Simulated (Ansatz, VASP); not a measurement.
# SrO: VASP beside Ansatz

One calculation is typed for both programs; each brings its own data sets. How far apart do they land? Of the first pair: The cell is taken from a series of runs on this material, whose earlier steps may have relaxed, scaled, displaced or heated it; both programs get it as it stands.

Main program and level: Ansatz 0.2.0; plane waves, with VASP 6.6.1 beside it; relaxation of cell and atoms at PBEsol and single point at PBEsol.

**1. The starting structure**

It takes space group Fm-3m (No. 225, cubic). The conventional cell has a = 5.123 Å, b = 5.123 Å, c = 5.123 Å, α = 90.00°, β = 90.00°, γ = 90.00°. Sr has 6 O at 2.56 Å nearest. Nearest to O lie 6 Sr at 2.56 Å. Farther neighbours and most contacts between anions are not listed.

**2. VASP: relaxation of cell and atoms, PBEsol**

The relaxed volume is the usual yardstick between codes: in a stiff, nearly cubic crystal its relative difference is about their pressure difference at one cell divided by the bulk modulus.

Lines of VASP's logs that name or quote its potential files are left out, and so is its time.

The input, INCAR:

```
SYSTEM = SrO
PREC = Accurate
ENCUT = 600
EDIFF = 1E-07
NELM = 120
ISMEAR = -1
SIGMA = 0.02
LREAL = .FALSE.
ALGO = Normal
GGA = PS
NBANDS = 14
LORBIT = 11
LWAVE = .FALSE.
LCHARG = .FALSE.
ISIF = 3
IBRION = 2
NSW = 80
EDIFFG = -0.005
LASPH = .TRUE.
GGA_COMPAT = .FALSE.
NELMIN = 4
EFERMI = MIDGAP
```

The input, POSCAR:

```
SrO
1.0
    0.0000000000      2.5612708133      2.5612708133
    2.5612708133      0.0000000000      2.5612708133
    2.5612708133      2.5612708133      0.0000000000
Sr O
1 1
Direct
    0.0000000000      0.0000000000      0.0000000000
    0.5000000000      0.5000000000      0.5000000000
```

The input, KPOINTS:

```
Automatic mesh
0
Gamma
9 9 9
0 0 0
```

The projector-augmented-wave data sets are Sr_sv and O (PBE family, release 64).

The run is started by

```
mpirun -np 1 vasp_std
```

Numbers of over 12 decimals in the logs are rounded to 6 here.

What it wrote:

```text
[banner, memory and clock lines left out]
running    1 mpi-ranks, on    1 nodes
 distrk:  each k-point on    1 cores,    1 groups
 distr:  one band on    1 cores,    1 groups

 POSCAR found type information on POSCAR SrO
 POSCAR found :  2 types and       2 ions
|                                                                             |
|               ----> ADVICE to this user running VASP <----                  |
|                                                                             |
|     You enforced a specific xc type in the INCAR file but a different       |
|     [... a line on the potential file left out ...]
|     I HOPE YOU KNOW WHAT YOU ARE DOING!                                     |
|                                                                             |

 LDA part: xc-table for (Slater+PW92), standard interpolation
 POSCAR, INCAR and KPOINTS ok, starting setup
 FFT: planning ... GRIDC
 FFT: planning ... GRID_SOFT
 FFT: planning ... GRID
 WAVECAR not read
 entering main loop
       N       E                     dE             d eps       ncg     rms          rms(c)
DAV:   1     0.776549149706E+02    0.77655E+02   -0.93246E+03   980   0.125E+03
DAV:   2    -0.107651168866E+02   -0.88420E+02   -0.79941E+02  1336   0.238E+02
DAV:   3    -0.145135615017E+02   -0.37484E+01   -0.37258E+01  1220   0.454E+01
DAV:   4    -0.146159101540E+02   -0.10235E+00   -0.10232E+00  1292   0.684E+00
DAV:   5    -0.146178651877E+02   -0.19550E-02   -0.19550E-02  1236   0.725E-01    0.174E+01
DAV:   6    -0.128026098938E+02    0.18153E+01   -0.61860E+00  1016   0.197E+01    0.205E+01
DAV:   7    -0.126663286439E+02    0.13628E+00   -0.34896E-01  1168   0.515E+00    0.120E+01
DAV:   8    -0.126393014890E+02    0.27027E-01   -0.12709E-01  1208   0.361E+00    0.625E-01
DAV:   9    -0.126403864490E+02   -0.10850E-02   -0.61422E-03  1384   0.523E-01    0.231E-01
DAV:  10    -0.126404706376E+02   -0.84189E-04   -0.36160E-04  1046   0.204E-01    0.113E-01
DAV:  11    -0.126405581343E+02   -0.87497E-04   -0.91505E-05  1082   0.778E-02    0.282E-02
DAV:  12    -0.126405658425E+02   -0.77082E-05   -0.10883E-05  1076   0.278E-02    0.186E-02
DAV:  13    -0.126405659847E+02   -0.14218E-06   -0.18931E-06  1070   0.117E-02    0.264E-03
DAV:  14    -0.126405658325E+02    0.15219E-06   -0.75729E-08   920   0.256E-03    0.109E-03
DAV:  15    -0.126405658554E+02   -0.22909E-07   -0.80618E-09   550   0.675E-04
   1 F= -.12640566E+02 E0= -.12640566E+02  d E =-.126406E+02
 curvature:   0.00 expect dE= 0.000E+00 dE for cont linesearch  0.000E+00
 trial: gam= 0.00000 g(F)=  0.165E-59 g(S)=  0.973E-03 ort = 0.000E+00 (trialstep = 0.100E+01)
 search vector abs. value=  0.973E-03
 bond charge predicted
       N       E                     dE             d eps       ncg     rms          rms(c)
DAV:   1    -0.126487430432E+02   -0.81772E-02   -0.15760E-01  1274   0.336E+00    0.832E-01
DAV:   2    -0.126422862953E+02    0.64567E-02   -0.21723E-02  1190   0.121E+00    0.241E-01
DAV:   3    -0.126409507391E+02    0.13356E-02   -0.24249E-03  1518   0.509E-01    0.267E-01
DAV:   4    -0.126407468066E+02    0.20393E-03   -0.11196E-03  1592   0.226E-01    0.207E-01
DAV:   5    -0.126408215784E+02   -0.74772E-04   -0.10958E-04  1542   0.716E-02    0.695E-02
DAV:   6    -0.126408404450E+02   -0.18867E-04   -0.70670E-05  1624   0.502E-02    0.919E-03
DAV:   7    -0.126408399211E+02    0.52387E-06   -0.76056E-07  1028   0.877E-03    0.212E-03
DAV:   8    -0.126408399100E+02    0.11097E-07   -0.36377E-08   676   0.185E-03
   2 F= -.12640840E+02 E0= -.12640840E+02  d E =-.274055E-03
 trial-energy change:   -0.000274  1 .order   -0.000277   -0.000973    0.000419
 step:   0.6962(harm=  0.6990)  dis= 0.00000  next Energy=   -12.640904 (dE=-0.338E-03)
 bond charge predicted
       N       E                     dE             d eps       ncg     rms          rms(c)
DAV:   1    -0.126416322397E+02   -0.79232E-03   -0.14556E-02  1268   0.102E+00    0.257E-01
DAV:   2    -0.126410331463E+02    0.59909E-03   -0.19903E-03  1178   0.366E-01    0.733E-02
DAV:   3    -0.126409080475E+02    0.12510E-03   -0.22307E-04  1488   0.154E-01    0.762E-02
DAV:   4    -0.126408898720E+02    0.18176E-04   -0.10785E-04  1578   0.700E-02    0.595E-02
DAV:   5    -0.126408996326E+02   -0.97606E-05   -0.90799E-06  1548   0.215E-02    0.181E-02
DAV:   6    -0.126409030956E+02   -0.34630E-05   -0.62269E-06  1632   0.153E-02    0.305E-03
DAV:   7    -0.126409033169E+02   -0.22137E-06   -0.74100E-08   724   0.293E-03    0.791E-04
DAV:   8    -0.126409033071E+02    0.98273E-08   -0.95108E-09   586   0.101E-03
   3 F= -.12640903E+02 E0= -.12640903E+02  d E =-.337452E-03
 curvature:  -0.35 expect dE=-0.428E-08 dE for cont linesearch -0.428E-08
 trial: gam=-0.00354 g(F)=  0.451E-64 g(S)=  0.123E-07 ort = 0.345E-05 (trialstep = 0.939E+00)
 search vector abs. value=  0.100E-09
 reached required accuracy - stopping structural energy minimisation
```

OUTCAR, selected parts (step 2):

```text
ion  position               nearest neighbor table
   1  0.000  0.000  0.000-   2 2.56   2 2.56   2 2.56   2 2.56   2 2.56   2 2.56
   2  0.500  0.500  0.500-   1 2.56   1 2.56   1 2.56   1 2.56   1 2.56   1 2.56

  LATTYP: Found a face centered cubic cell.
 ALAT       =     5.1225416266

 Subroutine GETGRP returns: Found 48 space group operations
 (whereof 48 operations were pure point group operations)

The static configuration has the point symmetry O_h .

 Found     35 irreducible k-points:

   k-points           NKPTS =     35   k-points in BZ     NKDIM =     35   number of bands    NBANDS=     14

   dimension x,y,z NGX =    30 NGY =   30 NGZ =   30
   dimension x,y,z NGXF=    60 NGYF=   60 NGZF=   60

   ENCUT  =  600.0 eV  44.10 Ry    6.64 a.u.   7.23  7.23  7.23*2*pi/ulx,y,z

   NELECT =      16.0000    total number of electrons

 k-points in reciprocal lattice and weights: Automatic mesh
   0.00000000  0.00000000  0.00000000       0.001
   0.11111111  0.00000000  0.00000000       0.011
   0.22222222  0.00000000  0.00000000       0.011
   0.33333333  0.00000000  0.00000000       0.011
   0.44444444  0.00000000  0.00000000       0.011
   0.11111111  0.11111111  0.00000000       0.008
   0.22222222  0.11111111  0.00000000       0.033
   0.33333333  0.11111111  0.00000000       0.033
   0.44444444  0.11111111  0.00000000       0.033
[...]
-0.33333333  0.44444444  0.11111111       0.033
  -0.33333333  0.44444444  0.22222222       0.033

 average (electrostatic) potential at core
       1 -36.2257       2 -70.7625

 E-fermi :   3.1193

 k-point     1 :       0.0000    0.0000    0.0000
  band No.  band energies     occupation
    ...
      4     -12.3503      2.00000
      5     -12.3503      2.00000
      6       1.5136      2.00000
      7       1.5136      2.00000
      8       1.5136      2.00000
      9       5.3760      0.00000
     10       7.6882      0.00000
     11       7.6882      0.00000
     12       7.6882      0.00000
     13       9.8958      0.00000
    ...

 k-point     2 :       0.1111    0.0000    0.0000
  band No.  band energies     occupation
    ...
      4     -12.3604      2.00000
      5     -12.0875      2.00000
      6       1.1286      2.00000
      7       1.3507      2.00000
      8       1.3507      2.00000
      9       5.9530      0.00000
     10       7.5494      0.00000
     11       7.9355      0.00000
     12       7.9355      0.00000
     13      10.2281      0.00000
    ...

 k-point     3 :       0.2222    0.0000    0.0000
  band No.  band energies     occupation
    ...
      4     -12.3859      2.00000
      5     -11.6716      2.00000
      6       0.3791      2.00000
      7       0.9764      2.00000
      8       0.9764      2.00000
      9       7.2294      0.00000
     10       7.4714      0.00000
     11       8.6241      0.00000
     12       8.6241      0.00000
     13      11.0857      0.00000
    ...

  Total        0.0004115      0.0004115      0.0004115     -0.0000000     -0.0000000      0.0000000
  in kB        0.0195037      0.0195037      0.0195037     -0.0000000     -0.0000000      0.0000000
  external PRESSURE =       0.0195037 kB  Pullay stress =       0.0000000 kB

  energy-cutoff  :      600.00
  volume of cell :       33.80
      direct lattice vectors                 reciprocal lattice vectors
    -0.000000000  2.566259401  2.566259401    -0.194836110  0.194836110  0.194836110
     2.566259401  0.000000000  2.566259401     0.194836110 -0.194836110  0.194836110
     2.566259401  2.566259401 -0.000000000     0.194836110  0.194836110 -0.194836110

 POSITION                                       TOTAL-FORCE (eV/Angst)
 -----------------------------------------------------------------------------------
      0.00000      0.00000      0.00000        -0.000000      0.000000      0.000000
      2.56626      2.56626      2.56626         0.000000      0.000000     -0.000000
 -----------------------------------------------------------------------------------
    total drift:                                0.000000      0.000000      0.000000

  FREE ENERGIE OF THE ION-ELECTRON SYSTEM (eV)
  ---------------------------------------------------
  free  energy   TOTEN  =       -12.6409033071 eV

  energy  without entropy=      -12.6409033071  energy(sigma->0) =      -12.64090331

 reached required accuracy - stopping structural energy minimisation

 total charge
# of ion       s       p       d       tot
------------------------------------------
    1        2.016   5.784   0.263   8.063
    2        1.545   3.405   0.000   4.949
--------------------------------------------------
tot          3.561   9.188   0.263  13.012

[... 3 further parts left out ...]
```

CONTCAR:

```
SrO
   1.00000000000000
    -0.0000000000000000    2.5662594006382244    2.5662594006382244
     2.5662594006382244    0.0000000000000000    2.5662594006382244
     2.5662594006382244    2.5662594006382244   -0.0000000000000000
  Sr              O
     1     1
Direct
     0.0000000000000000    0.0000000000000000    0.0000000000000000
     0.5000000000000000    0.5000000000000000    0.5000000000000000
```

The run keeps the 48 symmetry operations of its start, so it cannot find a distortion of lower symmetry.

**3. Ansatz: relaxation of cell and atoms, PBEsol**

Ansatz runs on its PAW soft_1 files.

The same cell, functional, mesh and smearing now go to Ansatz.

The input, input.yaml:

```yaml
crystal:
  lattice:
    - [0.0, 2.5612708133, 2.5612708133]
    - [2.5612708133, 0.0, 2.5612708133]
    - [2.5612708133, 2.5612708133, 0.0]
  atoms:
    - { symbol: Sr, position: [0.0, 0.0, 0.0] }
    - { symbol: O, position: [0.5, 0.5, 0.5] }
kpoints:
  mp_grid: { grid: [9, 9, 9] }
scf:
  occupations: { method: fermi_dirac, width: 0.02 }
hamiltonian:
  xc: pbesol
  pseudopotentials: { kind: paw, azcp: { folder: soft_1 }, xc_functional: pbe }
basis:
  ecutwfc: 600
output:
  forces: true
  stress: true
relax:
  f_tol: 0.005
  max_steps: 70
  cell: { stress_tol: 0.02, p_target: 0 }
```

The run is started by

```
ansatz run input.yaml --threads 4 --pin off --max-ram 10240MiB --backend cpu --events-out ev --progress --plain --runs-dir out
```

What it wrote:

```text
Engine: ansatz 0.2.0, aarch64-unknown-linux-gnu
Pseudopotentials: kind: paw
Pseudopotential: Sr, paw, valence charge 10, recommended cutoff 420 eV (normal), soft_1/Sr.paw.azcp
Pseudopotential: O, paw, valence charge 6, recommended cutoff 420 eV (normal), soft_1/O.paw.azcp
Functional definition: PBEsol
  exchange = pbesol_x
  correlation = pbesol_c
Crystal: 2 atoms, lattice volume = 33.604 Å³
Basis set: ecut = 600 eV, 1139 PW (Γ), exchange–correlation on 60×60×60 points (8 copies of the dense FFT grid, shifted against one another)
Bands: 12, of which v1, the nominal top of the filled ones, is band 8 counted from 1 (7 counted from 0)
Symmetry: 48 space group operations
Space group: Fm-3m (ITA 225), of the structure as read, at distance tolerance 3.2e-5 Å
k-points: 35 of 729
Non-local potential: Sr, projectors of the file, l = 0: 3, l = 1: 2, l = 2: 2
Non-local potential: O, projectors of the file, l = 0: 2, l = 1: 2, l = 2: 1
PAW form: soft (Blöchl's): semilocal exchange-correlation on the pseudo side does not see the compensation charge
PAW frozen core: Sr, regenerated for the run's functional, and the local potential with it (the file was generated under x = pbe(κ = 0.804, μ = 0.219515), c = pbe(β = 0.066725))
PAW frozen core: O, regenerated for the run's functional, and the local potential with it (the file was generated under x = pbe(κ = 0.804, μ = 0.219515), c = pbe(β = 0.066725))
PAW one-centre angular grid: Sr, 110 points (default); XC on 64 Gauss nodes
PAW one-centre angular grid: O, 110 points (default); XC on 64 Gauss nodes
Initial density: superposition of atomic densities (chi_scale 0.1, normalization cell, long waves kept (reshape's long-wave potential 0.00 eV rms))
Initial wavefunctions: pseudopotential atomic-orbital guess
Functional: x = pbesol(κ = 0.804, μ = 0.123457), c = pbesol(β = 0.046)
SCF iter   1: F=—  HF=-4056.676820 eV  |F-HF|=—  |Δ(HF+E_count)|=         —  Δρ=9.79e-2  dr2=2.71e0  ethr=3.10e-3  ⟨swp⟩=9.2  Hψ=3486  notcnv=0
preconditioner: auto → none  [insulator: Δε(μ)=1.866 eV  Ē_g=15.872 eV  σ=0.020 eV  W_gap=1.00  n_scr=8 (ndim 8)  ℏωp=24.0 eV  f_vac=0.000  D(μ)=0.00/eV (n_scr^D=0)  ε∞_Penn≈3.3]
SCF iter   2: F=—  HF=-4056.111465 eV  |F-HF|=—  |Δ(HF+E_count)|=   5.65e-1  Δρ=1.64e-2  dr2=7.04e-2  ethr=3.10e-3  ⟨swp⟩=2.8  Hψ=1097  notcnv=0
SCF iter   3: F=—  HF=-4056.133937 eV  |F-HF|=—  |Δ(HF+E_count)|=   2.25e-2  Δρ=6.57e-3  dr2=1.26e-2  ethr=4.40e-4  ⟨swp⟩=3.0  Hψ=766  notcnv=0
SCF iter   4: F=—  HF=-4056.141875 eV  |F-HF|=—  |Δ(HF+E_count)|=   7.94e-3  Δρ=1.14e-3  dr2=5.60e-4  ethr=7.85e-5  ⟨swp⟩=3.0  Hψ=805  notcnv=0
SCF iter   5: F=—  HF=-4056.141970 eV  |F-HF|=—  |Δ(HF+E_count)|=   9.41e-5  Δρ=2.22e-4  dr2=2.41e-5  ethr=3.50e-6  ⟨swp⟩=2.6  Hψ=638  notcnv=0
SCF iter   6: F=—  HF=-4056.141972 eV  |F-HF|=—  |Δ(HF+E_count)|=   2.09e-6  Δρ=7.21e-5  dr2=2.47e-6  ethr=1.51e-7  ⟨swp⟩=2.1  Hψ=603  notcnv=0
SCF iter   7: F=—  HF=-4056.141971 eV  |F-HF|=—  |Δ(HF+E_count)|=   4.52e-7  Δρ=1.62e-5  dr2=1.31e-7  ethr=1.55e-8  ⟨swp⟩=2.3  Hψ=528  notcnv=0
SCF iter   8: F=-4056.141971 eV  HF=-4056.141971 eV  |F-HF|=7.22e-10  |Δ(HF+E_count)|=   3.12e-8  Δρ=1.71e-6  dr2=8.71e-10  ethr=6.25e-10  ⟨swp⟩=5.0  Hψ=1481  notcnv=0
SCF 1 converged in 8 iterations: F = -4056.141971 eV  dr2 = 8.71e-10
  greatest PAW one-centre occupation: 0.987 electrons in one spin orbital (limit 2), on the Sr atom at site 0 (counted from 0), in its partial waves of l = 0
relax step   1: F+E_penalty+E_count = -4056.14197123 eV  Δ(F+E_penalty+E_count) = +0.000e0 eV  max|allowed force component| = 1.384e-29 eV/Å  Δτ_max = 0.0000 Å  P = -0.003 GPa  Ω = 33.604 Å³  (8 SCF iters, dr2 threshold 1.00e-7 eV, accepted)
Initial density: handed on by an earlier stage of this run
Initial wavefunctions: pseudopotential atomic-orbital guess (no wavefunctions were taken with the density)
iter 1 solved again at ethr=1.71e-6 eV; its pass at ethr=3.10e-3 eV (dr2=2.74e-4 eV) is discarded
SCF iter   1: F=—  HF=-4056.141967 eV  |F-HF|=—  |Δ(HF+E_count)|=         —  Δρ=2.06e-6  dr2=1.06e-9  ethr=1.71e-6  ⟨swp⟩=3.3  Hψ=4804  notcnv=0
eigensolver tolerance schedule: the retry pair's looser diagonalisation over-reported the residual by 258222.99 of it (diagonalisation noise at an unbounded share of the residual, at the tolerance the schedule requests for it); recorded, not acted on — ethr = c·dr2/N_el stays at c = 1.0e-1
preconditioner: auto → none  [insulator: Δε(μ)=3.256 eV  Ē_g=16.131 eV  σ=0.020 eV  W_gap=1.00  n_scr=8 (ndim 8)  ℏωp=24.0 eV  f_vac=0.000  D(μ)=0.00/eV (n_scr^D=0)  ε∞_Penn≈3.2]
[...]
SCF iter   4: F=—  HF=-4056.141971 eV  |F-HF|=—  |Δ(HF+E_count)|=  2.71e-10  Δρ=2.93e-7  dr2=2.72e-11  ethr=6.63e-12  ⟨swp⟩=2.1  Hψ=517  notcnv=0
iter 5 did not close the SCF: its close was put off for the readings that it lacked (scf_convergence_deferred on its scf_iter line)
SCF iter   5: F=-4056.141971 eV  HF=-4056.141971 eV  |F-HF|=4.55e-13  |Δ(HF+E_count)|=  8.19e-12  Δρ=1.17e-8  dr2=1.90e-14  ethr=1.00e-12  ⟨swp⟩=1.0  Hψ=420  notcnv=0
iter 6 did not close the SCF: its close was put off for the readings that it lacked (scf_convergence_deferred on its scf_iter line)
SCF iter   6: F=-4056.141971 eV  HF=-4056.141971 eV  |F-HF|=2.27e-12  |Δ(HF+E_count)|=  2.27e-12  Δρ=1.92e-8  dr2=9.84e-14  ethr=1.00e-12  ⟨swp⟩=1.0  Hψ=420  notcnv=0  recentre
iter 7 did not close the SCF: its close was put off for the readings that it lacked (scf_convergence_deferred on its scf_iter line)
SCF iter   7: F=-4056.141971 eV  HF=-4056.141971 eV  |F-HF|=0.00e0  |Δ(HF+E_count)|=  2.27e-12  Δρ=1.86e-8  dr2=1.13e-13  ethr=1.00e-12  ⟨swp⟩=1.0  Hψ=420  notcnv=0
iter 8 did not close the SCF: its close was put off for the readings that it lacked (scf_convergence_deferred on its scf_iter line)
SCF iter   8: F=-4056.141971 eV  HF=-4056.141971 eV  |F-HF|=0.00e0  |Δ(HF+E_count)|=  9.09e-13  Δρ=3.12e-9  dr2=3.72e-15  ethr=1.00e-12  ⟨swp⟩=1.0  Hψ=420  notcnv=0
SCF iter   9: F=-4056.141971 eV  HF=-4056.141971 eV  |F-HF|=0.00e0  |Δ(HF+E_count)|=    0.00e0  Δρ=4.09e-9  dr2=5.36e-15  ethr=1.00e-12  ⟨swp⟩=3.5  Hψ=1368  notcnv=0
SCF 2 converged in 9 iterations: F = -4056.141971 eV  dr2 = 5.36e-15
relax step   2: F+E_penalty+E_count = -4056.14197123 eV  Δ(F+E_penalty+E_count) = -7.867e-10 eV  max|allowed force component| = 7.330e-30 eV/Å  Δτ_max = 0.0000 Å  P = -0.003 GPa  Ω = 33.604 Å³  stress off target by 3.17e-3 GPa  SCF on the basis re-selected at this cell (its energy is not comparable with the rows above)  (9 SCF iters)
basis re-selected at this cell: Δ(F+E_penalty+E_count) = -7.867e-10 eV, ΔP = -0.000 GPa vs the last step (what re-selecting the basis moved, of the pressure what is left beyond the Pulay correction that the steps carried, after the strain that the cell walked since its last selection, with what the two solves' SCF thresholds leave and, on support functions, any second-order correction that the steps lacked; it is no  [...]
SCF converged after 9 iterations
Free energy (F): -4056.141971 eV
Harris-Foulkes:  -4056.141971 eV  (|F-HF|=0.00e0)
Internal energy: -4056.141971 eV  (E = F + TS)
E sigma→0 (E₀):  -4056.141971 eV
Fermi energy:    9.534307 eV
--- Per-component energies (eV) ---
  E_band       = -56.929485
  E_kinetic    = 403.480882
  E_local      = -874.500936  (includes V_loc(G=0)·N_el)
  E_nonlocal   = 287.187515
  E_hartree    = 230.678124
  E_xc         = -246.522140
  E_vxc        = -248.834093  (∫ρ·V_xc dr)
  E_paw        = -2796.440352  (= ΣΔE_a)
  E_vpaw       = -85.619288  (= ΣTr[D̂ρ^β])
  E_aug_tail   = 0.000188  (compensation charges beyond the density's cutoff)
  E_ewald      = -1060.194888
  E_core_change = 0.169636  (= ΣΔE_core)
  E_smearing   = -0.000000  (= −TS)
  E_closure    = -0.000000  (closes the sum)
  Σ components = -4056.141971   (vs F -4056.141971, Δ=0.00e0)
--- Forces (eV/Å), atoms counted from 1 ---
  atom   1  Sr    -0.00000000     0.00000000    -0.00000000
  atom   2  O      0.00000000    -0.00000000     0.00000000
  max |Σ_I F_I| component: 1.27e-29 eV/Å
--- Stress (GPa, compression-positive) ---
       -0.003174      -0.000000      -0.000000
       -0.000000      -0.003174       0.000000
       -0.000000      -0.000000      -0.003174
  P = ⅓ Tr σ = -0.0032 GPa (-0.032 kbar)
--- Relaxed structure (1 steps of the walk, 1 accepted, 1 SCFs on fresh bases) ---
  F+E_penalty+E_count = -4056.14197123 eV   max|allowed force component| = 7.330e-30 eV/Å   (the final SCF, on the basis selected at the relaxed cell)
  cell:  # Å, volume = 33.6044 Å³
    - [0.0, 2.5612708133, 2.5612708133]
    - [2.5612708133, 0.0, 2.5612708133]
    - [2.5612708133, 2.5612708133, 0.0]
  atoms:
    - { symbol: Sr, position: [0.0, 0.0, 0.0] }
    - { symbol: O, position: [0.5, 0.5, 0.5] }
```

The column dr2 measures how far the density is from self-consistency, as an energy; F and HF (Harris–Foulkes) agree once it is small.

(Continued in part 2 of 2.)

[Lines on the potential files, build, host, timing and source positions are cut from VASP's logs without a mark.]

[Logs are printed without paths, hosts, clocks, repeated set-up lines and the standing remarks that a program may print on its own settings, such as how far it seeks lower states.]

[Hosts, paths, dates, database ids (printed as entryN), source tags and the programs' standing remarks are cut or masked in the printed files.]
